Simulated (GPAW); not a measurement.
Set up this calculation in GPAW 26.7.0, as an ASE script.

| Property | Result |
| --- | --- |
| Task | single point |
| Functional | PBE |
| Potentials or basis | GPAW PAW data sets (gpaw-data 1.2.1) |
| Cutoff | 800 eV |
| Basis | pw |
| k mesh | 10 × 10 × 10 |
| Occupations | fermi-dirac, width 0.05 eV |
| Spin | collinear spin, ferromagnetic start |
| Starting moments | [3.5, 0.0] μB |
| Maxiter | 150 |

Crystal: CoO.

```
CELL_PARAMETERS angstrom
1.60222 0.92504 2.56647
-1.60222 0.92504 2.56647
0.00000 -1.85008 2.56647
ATOMIC_POSITIONS crystal
Co 0.99898 0.99898 0.99898
O 0.75102 0.75102 0.75102
```

Measurements of this composition are mostly on another form, of space group No. 225.

One way to write it, as run:

run.py

```python
from ase import Atoms
from ase.dft.bandgap import bandgap
from ase.io import write
from ase.units import GPa
from gpaw import GPAW, PW

atoms = Atoms(['Co', 'O'],
              cell=[[1.6022198417, 0.9250420569, 2.5664708903],
                    [-1.6022198417, 0.9250420569, 2.5664708903],
                    [0.0, -1.8500841138, 2.5664708903]],
              scaled_positions=[[0.99897832, 0.99897832, 0.99897832],
                                [0.75102103, 0.75102103, 0.75102103]],
              pbc=True)
atoms.set_initial_magnetic_moments([3.5, 0.0])

calc = GPAW(mode=PW(800),
            xc='PBE',
            kpts={'size': (10, 10, 10), 'gamma': True},
            occupations={'name': 'fermi-dirac', 'width': 0.05},
            nbands=17,
            convergence={'density': 1e-05, 'energy': 1e-05},
            maxiter=150,
            txt='gpaw.txt')
atoms.calc = calc
energy = atoms.get_potential_energy()
forces = atoms.get_forces()
stress = atoms.get_stress()
calc.write('gs.gpw')
write('result.traj', atoms)
print(f'Energy: {energy:.6f} eV')
print('Forces (eV/A):')
print(forces.round(4))
print('Stress (GPa):', (stress / GPa).round(3))
print('Moments:', calc.get_magnetic_moments().round(3))
print('Fermi level:', round(calc.get_fermi_level(), 4), 'eV')
print(f'Gap: {bandgap(calc)[0]:.4f} eV, direct: {bandgap(calc, direct=True)[0]:.4f} eV')
```

Potentials or basis: GPAW PAW data sets (gpaw-data 1.2.1), pw.

Command:

```sh
$ OMP_NUM_THREADS=1 python run.py
```

It gave:

The pressure is 0.8 GPa, the largest force is 0.291 eV/Å and the band gap on the k mesh is none (metal or under the smearing width). The net moment is 2.75 μB per cell and the site moments are Co +2.32; O +0.23 μB.

Caveat: a cell with one magnetic atom can't hold antiferromagnetic order, which such compounds often take; semilocal functionals often make such compounds metallic where correlation or magnetic order opens a gap, which also shifts bond lengths.

It took 72 s on 1 thread of Intel(R) Xeon(R) 6975P-C (Granite Rapids) (shared host), peak memory 0.25 GiB.
